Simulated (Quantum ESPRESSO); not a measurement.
## LiCl: zone-centre phonons and dielectric response under several settings

```xyz
2
Lattice="0.0000 2.5648 2.5648 2.5648 0.0000 2.5648 2.5648 2.5648 0.0000" Properties=species:S:1:pos:R:3 pbc="T T T"
Cl    2.5648    2.5648    2.5648
Li    0.0000    0.0000    0.0000
```

All runs used Quantum ESPRESSO 7.5; k mesh 6 × 6 × 6, shifted; relaxed cell; no spin polarisation; occupations smeared at first, fixed for the response.

```tsv
level	potentials	cutoff (eV)	volume (Å³/atom)	lowest optical mode without the field (cm⁻¹)	highest mode with the field (cm⁻¹)	ε∞ (mean)	ε0 (mean)	Born charge of atom 1 (e)	sum of the Born charges (e)
PBEsol	PseudoDojo 0.4.1 SR PBEsol standard	1007	?	?	?	?	?	?	?
PBE	JTH 2.0 PBE	490	17.01	173	380	2.95	14.2	-1.19	-0.04
LDA	JTH 2.0 LDA	490	15.22	236	412	3.19	9.8	-1.17	-0.04
```

Q: What stands in the row left open?

A: Volume 16.22 Å³/atom; lowest optical mode without the field 204 cm⁻¹; highest mode with the field 399 cm⁻¹; ε∞ 3.07; ε0 11.7; Born charge of atom 1 -1.17 e; sum of the Born charges 0.00 e.

Caveats: the cutoff is low for these files, which shifts pressure and relaxed volume (some runs); before the sum rule the acoustic modes lie tens of cm⁻¹ from zero, a sign that the density grid also shifts the optical modes (some runs).
